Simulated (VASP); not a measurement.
# Settings for Sr: energy along a vibration (SMASS = -2)

Sr, Fm-3m (no. 225), atoms displaced along the mode, 2 atoms in the cell. PBE, energy along a line of displacements; PAW potentials Sr_sv (PBE set). VASP 6.6.1.

Wanted: harmonic frequency within 1 %.

Space group without the displacement: Fm-3m (no. 225); Mode: longitudinal mode at X.

POSCAR of the starting run:
```
Sr
1.0
    3.0423500000      3.0423500000      0.0000000000
   -3.0423500000      3.0423500000      0.0000000000
    0.0000000000      0.0000000000      6.0847000000
Sr
2
Direct
    0.0000000000      0.0000000000     -0.0065738656
    0.5000000000      0.5000000000      0.5065738656

    0.0000000000   0.0000000000   0.0100000000
    0.0000000000   0.0000000000  -0.0100000000
```

The series start from k mesh: 5 × 5 × 3; Cutoff (eV): 300; Step along the mode (Å): 0.02; Electronic threshold (eV): 1e-7. Each series keeps the choices made before it, and each single choice may use up half of a tolerance.

## k mesh

| k mesh | Harmonic frequency (THz) | Time (s) |
|---|---|---|
| 2 × 2 × 2 | 2.903 | 21 |
| 3 × 3 × 2 | 3.161 | 23 |
| 4 × 4 × 3 | 2.963 | 37 |
| 5 × 5 × 3 | 2.946 | 51 |
| 6 × 6 × 4 | 2.868 | 76 |
| 7 × 7 × 5 | 2.974 | 115 |
| 9 × 9 × 7 (reference) | 2.946 | 275 |

## Cutoff (eV)

| Cutoff (eV) | Harmonic frequency (THz) | Time (s) |
|---|---|---|
| 170 | 3.189 | 189 |
| 200 | 2.92 | 260 |
| 230 | 2.941 | 179 |
| 270 | 2.947 | 204 |
| 300 | 2.946 | 275 |
| 350 (reference) | 2.945 | 473 |

## Electronic threshold (eV)

| Electronic threshold (eV) | Harmonic frequency (THz) | Time (s) |
|---|---|---|
| 0.001 | 2.945 | 133 |
| 0.0001 | 2.946 | 146 |
| 1e-5 | 2.947 | 197 |
| 1e-6 | 2.947 | 217 |
| 1e-7 | 2.947 | 269 |
| 1e-8 (reference) | 2.947 | 385 |

## Question

The rows run from the loosest to the tightest. For each series: choose the loosest value from which every tighter one stays within half of the tolerance.

## Answer

- k mesh: 9 × 9 × 7, the tightest run, since the next looser one is off by more than half of the tolerance (convergence isn't shown beyond it)
- Cutoff (eV): 230
- Electronic threshold (eV): 0.001

Also changed on the way, by series that aren't shown: Step along the mode (Å): 0.08.

## All choices together

| Input | Harmonic frequency (THz) | Time (s) |
|---|---|---|
| defaults on a coarse mesh (naive) | 3.179 | 4.3 |
| chosen settings | 2.945 | 133 |
| reference settings throughout | 2.945 | 505 |

The chosen settings stay within the tolerance of the reference run, but the reference itself isn't shown to be converged in: k mesh.

## The input

INCAR:
```
SYSTEM = Sr
  GGA = PE
  PREC = Accurate
  ENCUT = 230
  EDIFF = 0.001
  ALGO = Normal
  LREAL = .FALSE.
  LASPH = .TRUE.
  ISMEAR = 1
  SIGMA = 0.15
  ISYM = 0
  LWAVE = .FALSE.
  LCHARG = .FALSE.
  IBRION = 0
  SMASS = -2
  POTIM = 1
  NSW = 9
  NELMIN = 4
  IWAVPR = 11
  KPAR = 2
```

KPOINTS:
```
Automatic mesh
0
Gamma
  9 9 7
  0 0 0
```

POSCAR:
```
Sr
1.0
    3.0423500000      3.0423500000      0.0000000000
   -3.0423500000      3.0423500000      0.0000000000
    0.0000000000      0.0000000000      6.0847000000
Sr
2
Direct
    0.0000000000      0.0000000000     -0.0262954624
    0.5000000000      0.5000000000      0.5262954624

    0.0000000000   0.0000000000   0.0400000000
    0.0000000000   0.0000000000  -0.0400000000
```

Commands:
```
cat potpaw_PBE.64/Sr_sv/POTCAR > POTCAR
mpirun -np 2 vasp_std > vasp.out
```

Limits: NELMIN = 4 forces that many electronic steps, so a loose EDIFF looks better here than it is.

The chosen input took VASP 6.6.1 133 s on 2 cores (Intel Xeon Platinum 8259CL @ 2.50GHz (Skylake/Cascade Lake)), a shared host.

## An input that fails: POTIM multiplies the typed steps tenfold

It runs to its end, but against the unchanged starting input it is off by 846 % in the harmonic frequency.

Changes against the starting input:
```
- POTIM = 1
+ POTIM = 10
```
